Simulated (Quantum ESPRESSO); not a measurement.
A calculation with Quantum ESPRESSO 7.5 of Pb (ASE script, structure typed inline):

File run.py:

```python
import numpy as np
from ase.calculators.espresso import Espresso, EspressoProfile
from ase import Atoms

atoms = Atoms(['Pb', 'Pb'],
              cell=[[3.48, 0.0, 0.0], [-1.74, 3.0137684052, 0.0], [0.0, 0.0, 5.59]],
              scaled_positions=[[0.6666666667, 0.3333333333, 0.75], [0.3333333333, 0.6666666667, 0.25]],
              pbc=True)

input_data = {
    'control': {'calculation': 'scf', 'prefix': 'pwscf', 'outdir': './tmp', 'tprnfor': True, 'tstress': True, 'disk_io': 'nowf'},
    'system': {'ecutwfc': 45.0, 'ecutrho': 360.0, 'nbnd': 21, 'occupations': 'smearing', 'smearing': 'fd', 'degauss': 0.00367493},
    'electrons': {'conv_thr': 4e-10, 'electron_maxstep': 120, 'mixing_beta': 0.5},
}
pseudopotentials = {'Pb': 'pb_pbesol_v1.uspp.F.UPF'}
profile = EspressoProfile(command='mpirun -n 2 pw.x -nk 2', pseudo_dir='pseudo')
dft = Espresso(profile=profile, input_data=input_data, pseudopotentials=pseudopotentials, kpts=(9, 9, 5), koffset=(0, 0, 0))
atoms.calc = dft

print(f'energy {atoms.get_potential_energy():.8f} eV')
print('forces (eV/A)')
print(np.round(atoms.get_forces(), 6))
print('stress (eV/A^3, Voigt)')
print(np.round(atoms.get_stress(), 8))
print(f'Fermi level {dft.get_fermi_level():.4f} eV')
```

Potentials or basis: GBRV 1.5 PBEsol.

The run is started by

```sh
$ OMP_NUM_THREADS=1 python run.py
```

This isn't the form of Pb at room conditions, which is fcc.

**Question.** Write the same calculation in another form: native input, structure typed inline.

**Answer.** As run:

The input pw.in:

```
&CONTROL
  calculation = 'scf'
  prefix = 'pwscf'
  outdir = './tmp'
  pseudo_dir = './pseudo'
  tprnfor = .true.
  tstress = .true.
  disk_io = 'low'
/
&SYSTEM
  ibrav = 0
  celldm(1) = 8
  nat = 2
  ntyp = 1
  ecutwfc = 45
  ecutrho = 360
  nbnd = 21
  occupations = 'smearing'
  smearing = 'fd'
  degauss = 0.00367493
/
&ELECTRONS
  conv_thr = 4d-10
  electron_maxstep = 120
  mixing_beta = 0.5
/
ATOMIC_SPECIES
Pb   207.2000 pb_pbesol_v1.uspp.F.UPF
CELL_PARAMETERS alat
  0.8220308642122   0.0000000000000   0.0000000000000
 -0.4110154321061   0.7118996111098   0.0000000000000
  0.0000000000000   0.0000000000000   1.3204461295823
ATOMIC_POSITIONS crystal
Pb     0.6666666667    0.3333333333    0.7500000000
Pb     0.3333333333    0.6666666667    0.2500000000
K_POINTS automatic
9 9 5 0 0 0
```

pp_density.in

```
&INPUTPP
  prefix = 'pwscf'
  outdir = './tmp'
  filplot = 'density.dat'
  plot_num = 0
/
&PLOT
  nfile = 1
  filepp(1) = 'density.dat'
  iflag = 3
  output_format = 6
  fileout = 'density.cube'
/
```

The input pp_potential.in:

```
&INPUTPP
  prefix = 'pwscf'
  outdir = './tmp'
  filplot = 'potential.dat'
  plot_num = 11
/
&PLOT
  nfile = 1
  filepp(1) = 'potential.dat'
  iflag = 3
  output_format = 6
  fileout = 'potential.cube'
/
```

Potentials or basis: GBRV 1.5 PBEsol.

Command:

```sh
$ OMP_NUM_THREADS=1 mpirun -n 2 pw.x -nk 2 -in pw.in > pw.out
$ OMP_NUM_THREADS=1 mpirun -n 1 pp.x -in pp_density.in > pp_density.out
$ OMP_NUM_THREADS=1 mpirun -n 1 pp.x -in pp_potential.in > pp_potential.out
```

Both were run:

|  | ASE script, structure typed inline | native input, structure typed inline |
| --- | --- | --- |
| Pressure | 0.8 GPa | 0.8 GPa |
| Band gap on the k mesh | none (metal or under the smearing width) | none (metal or under the smearing width) |

Keys that steer only the numerical path or the files written may differ.
